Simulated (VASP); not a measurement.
Runs of VASP 6.6.1 on GaP. Symmetry: F-43m, No. 216, cubic system. The conventional cell has a = 5.451 Å, b = 5.451 Å, c = 5.451 Å, α = 90.00°, β = 90.00°, γ = 90.00°. Around Ga (site symmetry -43m) lie 4 P at 2.36 Å. P (site symmetry -43m) has 4 Ga at 2.36 Å as nearest neighbours. 

```csv
task,level,cell,k mesh,cutoff (eV),smearing,grid for exact exchange (PRECFOCK),other keys,mesh quality,gap on the mesh (eV),pressure (GPa),relaxed volume (Å³/atom)
density of states,MS2,as given,8 × 8 × 8,600,tetrahedron,-,ENCUT = 600; ISMEAR = -5; SIGMA = 0.3,not flagged,(b),-0.9,-
relaxation of cell and atoms,PBEsol+D3,relaxed,8 × 8 × 8,600,fermi-dirac 0.05 eV,-,-,not flagged,1.47,0.0,19.76
relaxation of cell and atoms,PBEsol+D3(BJ),relaxed,8 × 8 × 8,600,fermi-dirac 0.05 eV,-,-,not flagged,(c),-0.1,(a)
band structure,HSE03,as given,4 × 4 × 4,520,fermi-dirac 0.05 eV,Fast,-,coarse,2.13,1.3,-
relaxation of cell and atoms,HSE03,relaxed,4 × 4 × 4,600,fermi-dirac 0.05 eV,Fast,-,coarse,2.16,0.0,20.52
```

Alike in all rows: potentials or basis VASP PAW PBE potentials, release 64 (Ga_d, P); no spin polarisation.

**Question.** Estimate the missing entries.

**Answer.** (a) 19.57; (b) 1.92; (c) 1.44.

Caveats: some runs use coarse meshes; the PAW data sets were made with another functional, which shifts forces and pressure a little.

A k mesh can miss the band edges, and the runs leave out spin-orbit coupling on Ga.

Runs at the PBE level aren't shown here.
